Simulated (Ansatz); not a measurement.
Sn:

```xyz
2
Lattice="-2.9401 2.9401 1.5993 2.9401 -2.9401 1.5993 2.9401 2.9401 -1.5993" Properties=species:S:1:pos:R:3 pbc="T T T"
Sn    0.0000    0.0000    0.0000
Sn    0.0000    2.9401    0.7997
```

Base run:

| Property | Result |
| --- | --- |
| Program | Ansatz 0.2.0 |
| Functional | RPBE |
| Potentials or basis | Ansatz PAW |
| Cutoff | 420 eV (not typed: the program's choice for these potentials) |
| k mesh | 9 × 9 × 9 |
| Occupations | fermi-dirac, width 0.05 eV |
| Spin | no spin polarisation |

Its results: band gap on the k mesh none (metal or under the smearing width); pressure 2.9 GPa.

Task: After a change of settings the same cell gave: band gap on the k mesh none (metal or under the smearing width); pressure -1.4 GPa. Which change was it?
A. functional from RPBE to HSE06; k mesh from 9 × 9 × 9 to 5 × 5 × 5
B. functional from RPBE to r2SCAN; cutoff from 420 eV (not typed: the program's choice for these potentials) to 500 eV (not typed: the program's choice for these potentials)
C. functional from RPBE to B3LYP; k mesh from 9 × 9 × 9 to 5 × 5 × 5
D. functional from RPBE to PBEsol

Result: D.

PBEsol binds more tightly than RPBE, so the same cell stands under less pressure.

Caveats: spin-orbit coupling is left out, which moves the levels of the heavy elements; the PAW data sets come from PBE, with cores solved anew for the run's functional, which leaves a small shift of forces and pressure.

Runs at the PBE level aren't shown here.
